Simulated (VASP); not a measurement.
# CuI (F-43m) in VASP: notebook

Runs on CuI. Level: PBEsol. Tasks: single point, relaxation of cell and atoms.

Everything below comes from runs of VASP 6.6.1. Logs are shortened: lines on timing, memory, paths and dates and some standing lists are left out, and cuts for length are marked.

## (1) The structure

It takes space group F-43m (No. 216, cubic). Conventional cell: a = 5.940 Å, b = 5.940 Å, c = 5.940 Å, α = 90.00°, β = 90.00°, γ = 90.00°. Cu (site symmetry -43m) is surrounded by 4 I at 2.57 Å. I (site symmetry -43m) is surrounded by 4 Cu at 2.57 Å.

The cell was built by a generator and needn't be a form met in nature.

## (2) Single point, PBEsol

INCAR

```
ALGO = Normal
EDIFF = 1E-6
ENCUT = 520
GGA = PS
ISIF = 2
ISMEAR = 0
LASPH = True
LCHARG = False
LREAL = False
LWAVE = False
NBANDS = 16
NELM = 60
PREC = Accurate
SIGMA = 0.01
```

KPOINTS

```
k-points
0
Gamma
  8 8 8
```

POSCAR

```
CuI
1.0
    0.0000000000      2.9698920805      2.9698920805
    2.9698920805      0.0000000000      2.9698920805
    2.9698920805      2.9698920805      0.0000000000
Cu I
1 1
Direct
    0.0000000000      0.0000000000      0.0000000000
    0.2500000000      0.2500000000      0.2500000000
```

Potentials or basis: VASP PAW PBE potentials, release 64 (Cu, I).

The run is started by

```bash
> cat potpaw_PBE.64/Cu/POTCAR potpaw_PBE.64/I/POTCAR > POTCAR
> mpirun -np 1 vasp_std > vasp.out
```

OUTCAR:

```text
EDIFF = 1E-6
   ENCUT = 520
   GGA = PS
   ISIF = 2
   ISMEAR = 0
   LASPH = True
   LREAL = False
   NELM = 60
   PREC = Accurate

 ion  position               nearest neighbor table
   1  0.000  0.000  0.000-   2 2.57   2 2.57   2 2.57   2 2.57
   2  0.250  0.250  0.250-   1 2.57   1 2.57   1 2.57   1 2.57

  LATTYP: Found a face centered cubic cell.
 ALAT       =     5.9397841610

  Lattice vectors:

 A1 = (   0.0000000000,   2.9698920805,   2.9698920805)
 A2 = (   2.9698920805,   0.0000000000,   2.9698920805)
 A3 = (   2.9698920805,   2.9698920805,   0.0000000000)

Analysis of symmetry for initial positions (statically):
=====================================================================
 Subroutine PRICEL returns:
 Original cell was already a primitive cell.

 Routine SETGRP: Setting up the symmetry group for a
 face centered cubic supercell.

 Subroutine GETGRP returns: Found 24 space group operations
 (whereof 24 operations were pure point group operations)
 out of a pool of 48 trial point group operations.

The static configuration has the point symmetry T_d .

Analysis of symmetry for dynamics (positions and initial velocities):
=====================================================================
 Subroutine PRICEL returns:
 Original cell was already a primitive cell.

 Routine SETGRP: Setting up the symmetry group for a
 face centered cubic supercell.

 Subroutine GETGRP returns: Found 24 space group operations
 (whereof 24 operations were pure point group operations)
 out of a pool of 48 trial point group operations.

The dynamic configuration has the point symmetry T_d .

 Subroutine INISYM returns: Found 24 space group operations
 (whereof 24 operations are pure point group operations),
 and found     1 'primitive' translations

----------------------------------------------------------------------------------------

                                     Primitive cell

  volume of cell :      52.3904

  direct lattice vectors                    reciprocal lattice vectors
     0.000000000  2.969892081  2.969892081    -0.168356286  0.168356286  0.168356286
     2.969892081  0.000000000  2.969892081     0.168356286 -0.168356286  0.168356286
     2.969892081  2.969892081  0.000000000     0.168356286  0.168356286 -0.168356286

  length of vectors
     4.200061659  4.200061659  4.200061659     0.291601641  0.291601641  0.291601641

  position of ions in fractional coordinates (direct lattice)
     0.000000000  0.000000000  0.000000000
     0.250000000  0.250000000  0.250000000

  ion indices of the primitive-cell ions
   primitive index   ion index
                 1           1
                 2           2

----------------------------------------------------------------------------------------

 KPOINTS: k-points

Automatic generation of k-mesh.
 Grid dimensions read from file:
 generate k-points for:    8    8    8

 Generating k-lattice:

  Cartesian coordinates                     Fractional coordinates (reciprocal lattice)
    -0.021044536  0.021044536  0.021044536     0.125000000  0.000000000  0.000000000
     0.021044536 -0.021044536  0.021044536     0.000000000  0.125000000  0.000000000
     0.021044536  0.021044536 -0.021044536     0.000000000  0.000000000  0.125000000

  Length of vectors
     0.036450205  0.036450205  0.036450205

  Shift w.r.t. Gamma in fractional coordinates (k-lattice)
     0.000000000  0.000000000  0.000000000

 Subroutine IBZKPT returns following result:
 ===========================================

 Found     29 irreducible k-points:

 Following reciprocal coordinates:
            Coordinates               Weight
  0.000000  0.000000  0.000000      1.000000
  0.125000  0.000000  0.000000      8.000000
  0.250000  0.000000  0.000000      8.000000
  0.375000  0.000000  0.000000      8.000000
  0.500000  0.000000  0.000000      4.000000
  0.125000  0.125000  0.000000      6.000000
[... 16 lines left out ...]
  0.500000  0.250000  0.125000     48.000000
 -0.375000  0.250000  0.125000     24.000000
 [... further k-points ...]
   k-points           NKPTS =     29   k-points in BZ     NKDIM =     29   number of bands    NBANDS=     16
   number of dos      NEDOS =    301   number of ions     NIONS =      2
   total plane-waves  NPLWV =  32768
   dimension x,y,z NGX =    32 NGY =   32 NGZ =   32
   dimension x,y,z NGXF=    64 NGYF=   64 NGZF=   64
   ions per type =               1   1
   NGX,Y,Z   is equivalent  to a cutoff of  12.67, 12.67, 12.67 a.u.
   NGXF,Y,Z  is equivalent  to a cutoff of  25.33, 25.33, 25.33 a.u.
 SYSTEM =  unknown system
   PREC   = accura    normal or accurate (medium, high low for compatibility)
   ISTART =      0    job   : 0-new  1-cont  2-samecut
   ICHARG =      2    charge: 1-file 2-atom 10-const
   ISPIN  =      1    spin polarized calculation?
   LNONCOLLINEAR =      F non collinear calculations
   LSORBIT =      F    spin-orbit coupling
   LASPH  =      T    aspherical Exc in radial PAW
   ENCUT  =  520.0 eV  38.22 Ry    6.18 a.u.   7.81  7.81  7.81*2*pi/ulx,y,z
   NELM   =     60;   NELMIN=  2; NELMDL= -5     # of ELM steps
   EDIFF  = 0.1E-05   stopping-criterion for ELM
   LREAL  =      F    real-space projection
   EDIFFG = 0.1E-04   stopping-criterion for IOM
   NSW    =      0    number of steps for IOM
   IBRION =     -1    ionic relax: 0-MD 1-quasi-New 2-CG
   NFREE  =      0    steps in history (QN), initial steepest desc. (CG)
   ISIF   =      2    stress and relaxation
   ISYM   =      2    0-nonsym 1-usesym 2-fastsym
   POTIM  = 0.5000    time-step for ionic-motion
   TEBEG  =    0.0;   TEEND  =   0.0 temperature during run
   PSTRESS=    0.0 pullay stress
   NELECT =      18.0000    total number of electrons
   NUPDOWN=      -1.0000    fix difference up-down
   EMIN   =  10.00;   EMAX   =-10.00  energy-range for DOS
   EFERMI =   0.00;   METHOD = LEGACY
   ISMEAR =     0;   SIGMA  =   0.01  broadening in eV -4-tet -1-fermi 0-gaus
   EFERMI_NEDOS =   21; number of points for ismear=-14 and -15
   IALGO  =     38    algorithm
   IMIX   =      4    mixing-type and parameters
     AMIX     =   0.40;   BMIX     =  1.00
     AMIX_MAG =   1.60;   BMIX_MAG =  1.00
  volume/ion in A,a.u.               =      26.20       176.77
  Fermi-wavevector in a.u.,A,eV,Ry     =   1.146608  2.166775 17.887717  1.314710
  Thomas-Fermi vector in A             =   2.283292
   LORBIT       =      0    0 simple, 1 ext, 2 COOP (PROOUT), +10 PAW based schemes
   GGA     = PS    functional components
   LHFCALC =     F    Hartree Fock is set to
   AEXX    =    0.0000 exact exchange contribution
   IVDW    =     0    specifies the selected vdW correction
   LEPSILON=     F    determine dielectric tensor
   LRPA    =     F    only Hartree local field effects (RPA)
 non-spin polarized calculation
 Gauss-broadening in eV      SIGMA  =   0.01
  energy-cutoff  :      520.00
  volume of cell :       52.39
 maximum number of plane-waves:      1424
   NGX = 15   NGY = 15   NGZ = 15

 number of electron      17.9999993 magnetization

 Free energy of the ion-electron system (eV)
  ---------------------------------------------------
  ext. energy  EPLUGINS =         0.00000000
  ---------------------------------------------------
  free energy    TOTEN  =        -6.32062020 eV

  energy without entropy =       -6.32062020  energy(sigma->0) =       -6.32062020

 E-fermi :   5.0845     XC(G=0):  -9.4264

 val. band max:        4.9679138140   @ k =   0.0000   0.0000   0.0000
 cond. band min:       6.1646569202   @ k =   0.0000   0.0000   0.0000
 fundamental gap:      1.1967431062
 Fermi energy:         5.0844936831

 k-point     1 :       0.0000    0.0000    0.0000
  band No.  band energies     occupation
      1      -9.3967      2.00000
      2       1.0316      2.00000
      3       1.0316      2.00000
      4       1.0316      2.00000
      5       2.8230      2.00000
      6       2.8230      2.00000
[... 8 lines left out ...]
     15      14.6579      0.00000
     16      14.6579      0.00000

 k-point     2 :       0.1250    0.0000    0.0000
  band No.  band energies     occupation
      1      -9.3126      2.00000
      2       0.7299      2.00000
      3       1.0403      2.00000
      4       1.0403      2.00000
      5       2.8157      2.00000
      6       2.8157      2.00000
[... 8 lines left out ...]
     15      13.9012      0.00000
     16      13.9012      0.00000

 k-point     3 :       0.2500    0.0000    0.0000
  band No.  band energies     occupation
      1      -9.0955      2.00000
      2      -0.0037      2.00000
      3       1.0574      2.00000
      4       1.0574      2.00000
      5       2.8117      2.00000
      6       2.8117      2.00000
[... 8 lines left out ...]
     15      13.6905      0.00000
     16      13.7588      0.00000

 k-point     4 :       0.3750    0.0000    0.0000
  band No.  band energies     occupation
      1      -8.8542      2.00000
      2      -0.7313      2.00000
      3       1.0686      2.00000
      4       1.0686      2.00000
      5       2.8335      2.00000
      6       2.8335      2.00000
[... 8 lines left out ...]
     15      14.6761      0.00000
     16      14.6761      0.00000
[... 324 lines left out ...]
 k-point    22 :       0.3750    0.2500    0.1250
  band No.  band energies     occupation
      1      -8.9261      2.00000
      2      -0.2122      2.00000
      3       0.8190      2.00000
      4       1.0496      2.00000
      5       2.7422      2.00000
      6       2.8635      2.00000
[... 8 lines left out ...]
     15      15.3687      0.00000
     16      16.3846      0.00000

 k-point    23 :       0.5000    0.2500    0.1250
  band No.  band energies     occupation
      1      -8.7247      2.00000
      2      -0.5796      2.00000
      3       0.5794      2.00000
      4       1.0409      2.00000
      5       2.7686      2.00000
      6       2.8386      2.00000
[... 8 lines left out ...]
     15      15.7105      0.00000
     16      16.5167      0.00000

 k-point    24 :      -0.3750    0.2500    0.1250
  band No.  band energies     occupation
      1      -8.6355      2.00000
      2      -0.7396      2.00000
      3       0.4738      2.00000
      4       1.0296      2.00000
      5       2.7480      2.00000
      6       2.8338      2.00000
[... 8 lines left out ...]
     15      15.7449      0.00000
     16      16.4265      0.00000

 [... further k-points ...]

------------------------ aborting loop because EDIFF is reached ----------------------------------------

  FORCE on cell =-STRESS in cart. coord.  units (eV):
  Direction    XX          YY          ZZ          XY          YZ          ZX
  --------------------------------------------------------------------------------------
  -------------------------------------------------------------------------------------
  Total        0.1375937      0.1375937      0.1375937      0.0000000      0.0000000     -0.0000000
  in kB        4.2078208      4.2078208      4.2078208      0.0000000      0.0000000     -0.0000000
  external PRESSURE =       4.2078208 kB  Pullay stress =       0.0000000 kB

 VOLUME and BASIS-vectors are now :
 -----------------------------------------------------------------------------
  energy-cutoff  :      520.00
  volume of cell :       52.39
      direct lattice vectors                 reciprocal lattice vectors
     0.000000000  2.969892081  2.969892081    -0.168356286  0.168356286  0.168356286
     2.969892081  0.000000000  2.969892081     0.168356286 -0.168356286  0.168356286
     2.969892081  2.969892081  0.000000000     0.168356286  0.168356286 -0.168356286

 POSITION                                       TOTAL-FORCE (eV/Angst)
 -----------------------------------------------------------------------------------
      0.00000      0.00000      0.00000        -0.000000     -0.000000     -0.000000
      1.48495      1.48495      1.48495         0.000000      0.000000      0.000000
 -----------------------------------------------------------------------------------
    total drift:                               -0.000000     -0.000000     -0.000000

  FREE ENERGIE OF THE ION-ELECTRON SYSTEM (eV)
  ---------------------------------------------------
  free  energy   TOTEN  =        -6.3206202039 eV

  energy  without entropy=       -6.3206202039  energy(sigma->0) =       -6.32062020
```

It took 10 s on 1 thread of Intel Xeon 6975P-C (Granite Rapids), shared host; peak memory 0.18 GiB.

Results:

```
Free energy            : -6.3206 eV
Pressure               : 0.4 GPa
Band gap on the k mesh : 1.20 eV, direct
```

Caveat: the PAW data sets were made with another functional, which shifts forces and pressure a little; spin-orbit coupling is left out, which moves the levels of the heavy elements.

## (3) Relaxation of cell and atoms, PBEsol

This run uses another cell than the first one, of 27.68 Å³/atom, 1.057 times its volume.

INCAR

```
ALGO = Fast ; EDIFF = 1E-7
EDIFFG = -0.002 ; ENCUT = 600
GGA = PS ; IBRION = 2
ISIF = 3 ; ISMEAR = 0
LASPH = T ; LCHARG = F
LREAL = F ; LWAVE = F
NELM = 80 ; NSW = 80
PREC = Accurate ; SIGMA = 0.01
```

KPOINTS is that of step 2.

POSCAR

```
CuI
1.0
    0.0000000000      3.0250000000      3.0250000000
    3.0250000000      0.0000000000      3.0250000000
    3.0250000000      3.0250000000      0.0000000000
Cu I
1 1
Direct
    0.0000000000      0.0000000000      0.0000000000
    0.2500000000      0.2500000000      0.2500000000
```

Potentials or basis: VASP PAW PBE potentials, release 64 (Cu, I).

The run is started by

```bash
> cat potpaw_PBE.64/Cu/POTCAR potpaw_PBE.64/I/POTCAR > POTCAR
> mpirun -np 1 vasp_std > vasp.out
```

OUTCAR:

```text
EDIFF = 1E-7
   EDIFFG = -0.002
   ENCUT = 600
   GGA = PS
   IBRION = 2
   ISIF = 3
   ISMEAR = 0
   LASPH = T
   LREAL = F
   NELM = 80
   NSW = 80
   PREC = Accurate

 ion  position               nearest neighbor table
   1  0.000  0.000  0.000-   2 2.62   2 2.62   2 2.62   2 2.62
   2  0.250  0.250  0.250-   1 2.62   1 2.62   1 2.62   1 2.62

  LATTYP: Found a face centered cubic cell.
 ALAT       =     6.0500000000

  Lattice vectors:

 A1 = (   0.0000000000,   3.0250000000,   3.0250000000)
 A2 = (   3.0250000000,   0.0000000000,   3.0250000000)
 A3 = (   3.0250000000,   3.0250000000,   0.0000000000)

Analysis of symmetry for initial positions (statically):
=====================================================================
 Subroutine PRICEL returns:
 Original cell was already a primitive cell.

 Routine SETGRP: Setting up the symmetry group for a
[... 271 lines left out ...]
      8       4.9431      2.00000
      9       4.9431      2.00000
     10       6.1323      0.00000
     11       9.7052      0.00000
     12       9.7052      0.00000
     13       9.7052      0.00000
[... 354 lines left out ...]
  band No.  band energies     occupation
      1      -8.6538      2.00000
      2      -0.7520      2.00000
      3       0.4596      2.00000
      4       1.0143      2.00000
      5       2.7357      2.00000
      6       2.8212      2.00000
      7       2.9481      2.00000
      8       3.4349      2.00000
      9       3.7789      2.00000
     10       8.5109      0.00000
     11       9.4541      0.00000
     12      11.1991      0.00000
     13      12.4038      0.00000

 [... further k-points ...]

------------------------ aborting loop because EDIFF is reached ----------------------------------------

  FORCE on cell =-STRESS in cart. coord.  units (eV):
  Direction    XX          YY          ZZ          XY          YZ          ZX
  --------------------------------------------------------------------------------------
  -------------------------------------------------------------------------------------
  Total       -0.0015060     -0.0015060     -0.0015060      0.0000000      0.0000000      0.0000000
  in kB       -0.0459486     -0.0459486     -0.0459486      0.0000000      0.0000000      0.0000000
  external PRESSURE =      -0.0459486 kB  Pullay stress =       0.0000000 kB
[... 17 lines left out ...]
  FREE ENERGIE OF THE ION-ELECTRON SYSTEM (eV)
  ---------------------------------------------------
  free  energy   TOTEN  =        -6.3210625051 eV

  energy  without entropy=       -6.3210625051  energy(sigma->0) =       -6.32106251

 reached required accuracy - stopping structural energy minimisation
```

It took 46 s on 1 thread of Intel Xeon 6975P-C (Granite Rapids), shared host; peak memory 0.22 GiB.

Results:

* Free energy: -6.3211 eV
* Relaxed volume: 26.26 Å³/atom
* Relaxed cell: a = 4.203 Å, b = 4.203 Å, c = 4.203 Å, α = 60.00°, β = 60.00°, γ = 60.00°
* Space group after relaxing (to 0.05 Å): F-43m (No. 216)
* Energy gained by relaxing: 10.6 meV/atom
* Ionic steps: 3
* Pressure after relaxing: 0.0 GPa
* Band gap on the k mesh: 1.19 eV, direct

The path:
| step | energy change (eV) | largest force (eV/Å) | pressure (GPa) | volume (Å³) |
| --- | --- | --- | --- | --- |
| 1 | 0.0000 | 0.0000 | -2.26 | 55.36 |
| 2 | -0.0211 | 0.0000 | 0.21 | 52.29 |
| 3 | -0.0213 | 0.0000 | 0.00 | 52.51 |

Final structure:
```cif
data_structure
_symmetry_space_group_name_H-M 'P 1'
_symmetry_Int_Tables_number 1
_cell_length_a 4.2033
_cell_length_b 4.2033
_cell_length_c 4.2033
_cell_angle_alpha 60.000
_cell_angle_beta 60.000
_cell_angle_gamma 60.000
_cell_volume 52.51
loop_
_atom_site_label
_atom_site_type_symbol
_atom_site_fract_x
_atom_site_fract_y
_atom_site_fract_z
_atom_site_occupancy
Cu1 Cu 0.00000 0.00000 0.00000 1
I1 I 0.25000 0.25000 0.25000 1
```

Levels at points of the mesh, in eV from the valence-band top:
```tsv
k point	band 6	band 7	band 8	band 9	band 10	band 11	band 12	band 13
(0.00, 0.00, 0.00)	-2.13	0.00	0.00	0.00	1.19	4.76	4.76	4.76
(0.50, 0.00, 0.00)	-2.10	-2.05	-0.81	-0.81	2.13	5.31	5.31	7.33
(0.50, 0.50, 0.00)	-2.07	-2.04	-1.73	-1.73	2.48	2.81	9.50	10.02
```

Caveat: the PAW data sets were made with another functional, which shifts forces and pressure a little; spin-orbit coupling is left out, which moves the levels of the heavy elements.
